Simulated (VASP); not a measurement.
Runs of VASP 6.6.1 on InP. Symmetry: F-43m, No. 216, cubic system. Conventional cell: a = 5.861 Å, b = 5.861 Å, c = 5.861 Å, α = 90.00°, β = 90.00°, γ = 90.00°. In (site symmetry -43m) is surrounded by 4 P at 2.54 Å. P (site symmetry -43m) has 4 In at 2.54 Å as nearest neighbours. 

```csv
cell,target pressure,gap on the mesh (eV),pressure (GPa)
relaxed,-,(a),0.0
relaxed to 10 GPa,10 GPa,1.18,9.9
relaxed to 2 GPa,2 GPa,0.75,2.1
relaxed to 5 GPa,5 GPa,(b),4.9
relaxed to 20 GPa,20 GPa,1.20,19.9
relaxed to 30 GPa,30 GPa,1.06,30.0
```

Alike in all rows: task relaxation of cell and atoms; level LDA; potentials or basis VASP PAW LDA potentials, release 64 (In_d, P); no spin polarisation; k mesh 8 × 8 × 8; cutoff (eV) 600; smearing fermi-dirac 0.05 eV.

Fill in the values left out.

(a) 0.60; (b) 0.93.

Caveats: spin-orbit coupling is left out, which moves the levels of the heavy elements; the cell is relaxed towards a set pressure, so the enthalpy falls and the energy may rise (some runs).

A k mesh can miss the band edges, and the runs leave out spin-orbit coupling on In.
